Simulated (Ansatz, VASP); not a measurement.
# Ta: VASP beside Ansatz

```
Ta
1.0
     2.88626    0.00000    0.00000
    -1.44313    2.49957    0.00000
     0.00000    0.00000    5.10518
Ta
2
Direct
  0.33333 0.66667 0.75000
  0.66667 0.33333 0.25000
```

Alike in both runs: functional r2SCAN; k mesh 16 × 16 × 8; occupations gaussian, width 0.05 eV; no spin polarisation.

Ansatz relaxed the structure, and its values are those at the end. VASP's run is a single point on that final structure, the one shown.

```csv
,VASP,Ansatz
version,VASP 6.6.1,Ansatz 0.2.0
potentials or method,"VASP PAW PBE potentials, release 64 (Ta_pv)","scalar-relativistic, plane waves, PAW"
plane-wave cutoff (eV),520,500
valence electrons in the cell,22,26
```

VASP gave:

```
pressure (GPa) : 1.3
```

**Question.** Estimate Ansatz's values.

**Answer.** Pressure (GPa): 0.7.

With one functional, cell and mesh, what is left measures potentials, basis and numerics. The two sets of potentials don't hold the same shells in valence.

Caveats: the PAW data sets were made with another functional, which shifts forces and pressure a little (VASP). The runs have no spin-orbit coupling, so splittings on Ta are missing.
